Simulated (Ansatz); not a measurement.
# Convergence study of the k-point mesh for InN (P3m1, 4 atoms in the cell)

```
CELL_PARAMETERS angstrom
      1.76115    -3.05040     0.00000
      1.76115     3.05040     0.00000
      0.00000     0.00000     5.67150
ATOMIC_POSITIONS crystal
  In 0.66667 0.33333 0.50882
  In 0.33333 0.66667 0.00000
  N  0.66667 0.33333 0.87900
  N  0.33333 0.66667 0.37900
```

Method of the run: PBE (plane waves, PAW; Ansatz, a first-principles code).

Base settings: basis.ecutwfc = 420 eV; kpoints.mp_grid.grid = 8 8 5; hamiltonian.xc = pbe; hamiltonian.pseudopotentials = {kind: paw} (the program's default PAW files); scf.occupations.method = fermi_dirac; scf.occupations.width = 0.05 eV.

The second cell is the first with its lattice scaled by 0.98.

Only quantities that move along the ladder and can be compared are tabulated.

The count of work is k-points × plane waves × bands × iterations; it is no time. Core times come from one kind of shared machine, to one figure; runs under 30 s give none.

The starting cell has typed, rounded lattice constants, without a prior relaxation at this level. Its lattice was rescaled by up to half a per cent. One atom was moved a little off its site on purpose. In the base run, with a pressure of about 7 GPa the cell is away from its equilibrium volume at this level. Ansatz's pressure includes its estimate of the finite-basis (Pulay) stress. The run gives no clean gap (levels at the Fermi energy touch, overlap or are partly filled at this smearing), which alone does not show that the compound is a metal.

| kpoints.mp_grid.grid | free energy less the last step's (meV/atom) | energy of the compressed cell less the first (meV/atom) | pressure (GPa) | largest difference of a force vector from the last step's (eV/Å) | count of work / last | core time / last (rough) |
|---|---|---|---|---|---|---|
| 2 2 1 | 228.30 | 80.09 | 9.68 | 0.384 | 0.0011 | – |
| 3 3 2 | 63.55 | 74.25 | 8.26 | 0.099 | 0.0028 | – |
| 4 4 3 | 15.50 | 71.40 | 7.68 | 0.032 | 0.0036 | – |
| 5 5 3 | 5.23 | 70.68 | 7.56 | 0.018 | 0.0057 | – |
| 6 6 4 | 1.57 | 70.30 | 7.50 | 0.008 | 0.011 | – |
| 8 8 4 | 0.38 | 70.22 | 7.47 | 0.005 | 0.017 | – |
| 8 8 5 | 0.27 | 70.17 | 7.47 | 0.003 | 0.019 | – |
| 9 9 5 | 0.17 | 70.14 | 7.46 | 0.003 | 0.024 | – |
| 10 10 6 | 0.06 | 70.12 | 7.46 | 0.002 | 0.034 | – |
| 11 11 6 | 0.03 | 70.10 | 7.45 | 0.001 | 0.034 | – |
| 13 13 7 | 0.00 | 70.10 | 7.45 | 0.001 | 0.059 | – |
| 15 15 9 | -0.01 | 70.07 | 7.45 | 0.000 | 0.100 | – |
| 17 17 9 | -0.01 | 70.07 | 7.45 | 0.000 | 0.12 | – |
| 19 19 10 | -0.01 | 70.07 | 7.45 | 0.000 | 0.17 | 0.2 |
| 23 23 13 | -0.01 | 70.07 | 7.45 | 0.000 | 0.31 | 0.5 |
| 26 26 14 | 0.00 | 70.07 | 7.45 | 0.000 | 0.42 | 0.5 |
| 29 29 16 | 0.00 | 70.07 | 7.45 | 0.000 | 0.59 | 0.6 |
| 32 32 17 | 0.00 | 70.07 | 7.45 | 0.000 | 0.75 | 1 |
| 35 35 19 | 0.00 | 70.07 | 7.45 | 0.000 | 1.0 | 1 |

Coarsest kpoints.mp_grid.grid that holds the free energy within 1 meV/atom of the last step, with all finer ones: 8 8 4, at 0.017 of the last step's count of work; the step before is off by 1.6 meV/atom.

Coarsest kpoints.mp_grid.grid that holds the energy of the compressed cell less the first within 1 meV/atom of the last step, with all finer ones: 5 5 3, at 0.0057 of the last step's count of work; the step before is off by 1.3 meV/atom.

Coarsest kpoints.mp_grid.grid that holds the pressure within 0.5 GPa of the last step, with all finer ones: 4 4 3, at 0.0036 of the last step's count of work; the step before is off by 0.82 GPa.

The energy difference between the two cells stays within 1 meV/atom of the last step's from 5 5 3 on, the total only from 8 8 4 on: much of the error is common to both cells and cancels.

Keys are those of Ansatz 0.2.
